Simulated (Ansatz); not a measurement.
NaBr (rock salt, Fm-3m), r²SCAN in the plane-wave PAW code Ansatz: ε∞ = 2.72, cell volume 52.59 Å³. Infrared-active transverse modes:

```csv
ω_TO (cm⁻¹),oscillator strength S_xx (e²/amu)
139.3,0.06897
```

Problem. Compute the static dielectric constant.

Solution. Each mode adds (4.921e7/V) S/ω²: 3.32. So ε0 = 6.04.

Problem. What LO frequency does the Lyddane–Sachs–Teller relation give?

Solution. ω_LO = ω_TO √(ε0/ε∞) = 208 cm⁻¹.

The r²SCAN relaxation kept the symmetry of its start; phonons on a q-mesh show no instability. Spin–orbit coupling is left out wherever it is not named.

Potentials: the later of the program's two PAW sets.
